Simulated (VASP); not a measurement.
# PbTe in VASP: how settings move the PBEsol single point

The PBEsol single point of rocksalt PbTe is repeated with altered inputs. Which of them can be trusted?

The runs shown are made with VASP 6.6.1. PAW datasets, plane waves. No spin polarisation and no zero-point or thermal motion.

**1. The system as given**

The cell comes from an earlier relaxation with r2SCAN in another program.

The symmetry is Fm-3m (No. 225, cubic); conventional cell a = 6.536 Å, 34.90 Å³ an atom. Around Pb lie 6 Te at 3.27 Å; around Te lie 6 Pb at 3.27 Å.

Structure file:

```cif
data_structure
_symmetry_space_group_name_H-M 'P 1'
_symmetry_Int_Tables_number 1
_cell_length_a 4.6214
_cell_length_b 4.6214
_cell_length_c 4.6214
_cell_angle_alpha 60.000
_cell_angle_beta 60.000
_cell_angle_gamma 60.000
_cell_volume 69.79
loop_
_atom_site_label
_atom_site_type_symbol
_atom_site_fract_x
_atom_site_fract_y
_atom_site_fract_z
_atom_site_occupancy
Pb1 Pb 0.00000 0.00000 0.00000 1
Te1 Te 0.50000 0.50000 0.50000 1
```

**2. Reference**

File INCAR:

```
ENCUT = 520.000000
SIGMA = 0.010000
EDIFF = 1.00e-07
GGA = PS
PREC = Accurate
IBRION = -1
ISIF = 2
ISMEAR = 0
NBANDS = 17
NELM = 120
NSW = 0
LASPH = .TRUE.
LCHARG = .FALSE.
LWAVE = .FALSE.
LREAL = .FALSE.
```

File KPOINTS:

```
KPOINTS created by Atomic Simulation Environment
0
Gamma
8 8 8
0 0 0
```

File POSCAR:

```
Pb Te
 1.0000000000000000
    -0.0000000000000000    3.2678368440065522    3.2678368440065522
     3.2678368440065522   -0.0000000000000000    3.2678368440065522
     3.2678368440065522    3.2678368440065522    0.0000000000000000
 Pb  Te
   1   1
Cartesian
  0.0000000000000000  0.0000000000000000  0.0000000000000000
  3.2678368440065522  3.2678368440065522  3.2678368440065522
```

A file KPOINTS_OPT adds named points for the levels; it doesn't enter the self-consistent loop.

Potentials: the recommended PBE PAW datasets, 20 valence electrons.

Run with:

```sh
mpirun -np 1 vasp_std
```

**3. Try 1**

Changes to INCAR since step 2:

```diff
@@ -9,3 +9,2 @@
 NBANDS = 17
-NELM = 120
 NSW = 0
@@ -14,2 +13,5 @@
 LWAVE = .FALSE.
-LREAL = .FALSE.
+LREAL = Auto
+NELECT = 20.1
+NELMDL = -12
+NELM = 83
```

KPOINTS is that of step 2.

POSCAR is that of step 2.

**4. Try 2**

Changes to INCAR since step 2:

```diff
@@ -8,4 +8,2 @@
 ISMEAR = 0
-NBANDS = 17
-NELM = 120
 NSW = 0
@@ -15 +13,4 @@
 LREAL = .FALSE.
+NBANDS = 50
+NELMDL = 0
+NELM = 56
```

KPOINTS is that of step 2.

POSCAR is that of step 2.

**Question.** What will these runs give? Wanted: for each run, changed; ending; energy change; pressure; electronic steps; usable.

The runs gave:

| run | changed | ending | energy change (meV/atom) | pressure (GPa) | gap on the mesh (eV; negative: overlap) | electronic steps | time | usable |
| --- | --- | --- | --- | --- | --- | --- | --- | --- |
| ref. | – | converged | 0 | -1.8 | 0.74 | 14 | 34 s | yes |
| 1 | LREAL = Auto, NELECT = 20.1, NELMDL = -12, NELM = 83 | converged | – | 0.8 | – | 21 | 59 s | no |
| 2 | NBANDS = 50, NELMDL = 0, NELM = 56 | converged | 0.0 | -1.8 | 0.74 | 12 | 75 s | yes |

**Reading.** Of 2 altered inputs, 1 ended normally on a faulty or unsound input, 1 gave usable results.

Spin-orbit coupling is left out, though the cell holds Pb, Te; it can move the gap.
